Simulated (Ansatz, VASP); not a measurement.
## Sr in VASP and in Ansatz

```
Sr
1.0
     3.84958    0.00000    0.00000
     0.00000    3.84958    0.00000
     0.00000    0.00000    3.84958
Sr
1
Direct
  0.00000 0.00000 0.00000
```

Alike in both runs: task single point; functional PBE; k mesh 13 × 13 × 13; occupations fermi-dirac, width 0.05 eV; no spin polarisation.

|  | VASP | Ansatz |
| --- | --- | --- |
| version | VASP 6.6.1 | Ansatz 0.2.0 |
| potentials or method | VASP PAW PBE potentials, release 64 (Sr_sv), cutoff 520 eV | all-electron LAPW, scalar-relativistic |

|  | VASP | Ansatz | Ansatz less VASP |
| --- | --- | --- | --- |
| pressure (GPa) | 0.0 | 0.0 | 0.00 |

Ansatz ran all-electron here, so the differences hold the error of VASP's frozen core and of both bases.
